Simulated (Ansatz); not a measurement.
A plane-wave DFT run in Ansatz 0.2.0 (scalar-relativistic PAW potentials unless the input names others): input and command.

```yaml
crystal:
  lattice:
    - [2.0436697557, 1.1799132836, 9.3140734983]
    - [-2.0436697557, 1.1799132836, 9.3140734983]
    - [0.0, -2.3598265672, 9.3140734983]
  atoms:
    - { symbol: In, position: [0.106653829, 0.106653829, 0.106653829] }
    - { symbol: In, position: [0.0055263885, 0.0055263885, 0.0055263885] }
    - { symbol: Se, position: [0.6266333968, 0.6266333968, 0.6266333968] }
    - { symbol: Se, position: [0.8188843756, 0.8188843756, 0.8188843756] }
basis:
  ecutwfc: 420
  ecutrho_ratio: 1
kpoints:
  mp_grid: { grid: [12, 12, 12] }
hamiltonian:
  xc: pbe
scf:
  occupations: { method: gaussian, width: 0.02 }
  max_iter: 75
output:
  forces: true
  eigenvalues: true
  stress: true
```

```bash
ansatz run input.yaml --threads 4 --pin off --max-ram 8192MiB --backend cpu --events-out ev --progress --plain --runs-dir out
```

Abridged log:
```
Pseudopotentials: kind: paw
Pseudopotential: In, paw, valence charge 13, recommended cutoff 420 eV (normal)
Pseudopotential: Se, paw, valence charge 16, recommended cutoff 420 eV (normal)
Functional definition: PBE
Crystal: 4 atoms, lattice volume = 134.757 Å³
Basis set: ecut = 420 eV, 2605 PW (Γ), FFT grids on a1−a3, a2−a3, a3, exchange–correlation on 48×48×100 points (8 copies of the dense FFT grid, shifted against one another)
Bands: 35, of which v1, the nominal top of the filled ones, is band 29 counted from 1 (28 counted from 0)
Symmetry: 6 space group operations
Space group: R3m (ITA 160), of the structure as read, at distance tolerance 5.1e-5 Å
k-points: 189 of 1728 (time reversal used)
Initial density: superposition of atomic densities (neutral atoms: chi_scale 0, normalization atom), corrected by the library's trained network
Initial wavefunctions: pseudopotential atomic-orbital guess
Functional: x = pbe(κ = 0.804, μ = 0.21951497), c = pbe(β = 0.06672455)
SCF iter   1: F=—  HF=-22137.703709 eV  |F-HF|=—  |Δ(HF+E_count)|=         —  Δρ=1.91e-3  dr2=5.48e-3  ethr=1.77e-3  ⟨swp⟩=7.0  Hψ=27926  notcnv=0
SCF iter   2: F=—  HF=-22137.700886 eV  |F-HF|=—  |Δ(HF+E_count)|=   2.82e-3  Δρ=1.01e-3  dr2=1.33e-3  ethr=9.45e-6  ⟨swp⟩=2.1  Hψ=12121  notcnv=0  defer=216
SCF iter   3: F=—  HF=-22137.700929 eV  |F-HF|=—  |Δ(HF+E_count)|=   4.29e-5  Δρ=3.51e-4  dr2=3.14e-4  ethr=2.29e-6  ⟨swp⟩=2.0  Hψ=10908  notcnv=0  defer=27
automatic band count: iteration 3 solves 34 bands in place of 35: the levels show a gap, and the empty bands left out lie too high to hold charge; the band table lists the bands solved (type scf.n_extra_bands for more)
SCF iter   4: F=—  HF=-22137.701020 eV  |F-HF|=—  |Δ(HF+E_count)|=   9.13e-5  Δρ=1.38e-4  dr2=1.56e-5  ethr=5.41e-7  ⟨swp⟩=2.0  Hψ=8100  notcnv=0  defer=27
SCF iter   5: F=—  HF=-22137.701403 eV  |F-HF|=—  |Δ(HF+E_count)|=   3.83e-4  Δρ=4.31e-5  dr2=2.37e-6  ethr=2.70e-8  ⟨swp⟩=2.0  Hψ=10502  notcnv=0  defer=27
SCF iter   6: F=—  HF=-22137.701414 eV  |F-HF|=—  |Δ(HF+E_count)|=   1.05e-5  Δρ=1.35e-5  dr2=2.09e-7  ethr=4.08e-9  ⟨swp⟩=2.0  Hψ=9990  notcnv=0  defer=27
SCF iter   7: F=-22137.701414 eV  HF=-22137.701414 eV  |F-HF|=1.83e-8  |Δ(HF+E_count)|=   4.02e-7  Δρ=3.51e-6  dr2=4.34e-8  ethr=1.72e-10  ⟨swp⟩=6.4  Hψ=26071  notcnv=0
SCF 1 converged in 7 iterations: F = -22137.701414 eV  dr2 = 4.34e-8
SCF converged after 7 iterations
Free energy (F): -22137.701414 eV
Harris-Foulkes:  -22137.701414 eV  (|F-HF|=1.83e-8)
Internal energy: -22137.701414 eV  (E = F + TS)
E sigma→0 (E₀):  -22137.701414 eV
Fermi energy:    5.661942 eV
--- Forces (eV/Å), atoms counted from 1 ---
  atom   1  In     0.00000000     0.00000000     0.03337230
  atom   2  In     0.00000000     0.00000000     0.06005488
  atom   3  Se     0.00000000     0.00000000     0.02470282
  atom   4  Se     0.00000000     0.00000000    -0.11849914
--- Stress (GPa, compression-positive) ---
        7.130323       0.000000       0.000000
        0.000000       7.130323       0.000000
        0.000000       0.000000       6.498827
  P = ⅓ Tr σ = 6.9198 GPa (69.198 kbar)
```

Problem. What is wrong with this input?

Solution. The fault is a density cutoff too low for products of the waves, which reach up to 4 times the waves' cutoff (basis.ecutrho_ratio: not typed → 1, the first being the value of the sound run). Setting it back cures it. The log, from which this was withheld above, says: «Warning: basis.ecutrho_ratio = 1 (ecutrho = 420 eV) is below the records' recommended 1680 eV» «settings of this run that can trade accuracy for cost: basis.ecutrho_ratio < 4. Do not mix this run's numbers with those of runs without the same settings; the input reference describes each key» The run converged all the same, with an energy at zero smearing 438 meV/atom below the reference's, pressure 6.92 GPa, largest force 0.118 eV/Å, gap on the mesh 0.76 eV, so convergence alone doesn't show that an input is right. A reference run on usual settings, whose relaxation ended at this geometry, converged, and the end of its own relaxation has pressure 0.00 GPa, largest force 0.000 eV/Å, gap on the mesh 0.77 eV.

Time: 20 s on 4 threads of Arm Neoverse V1, with other jobs on the host, peak memory 0.84 GiB.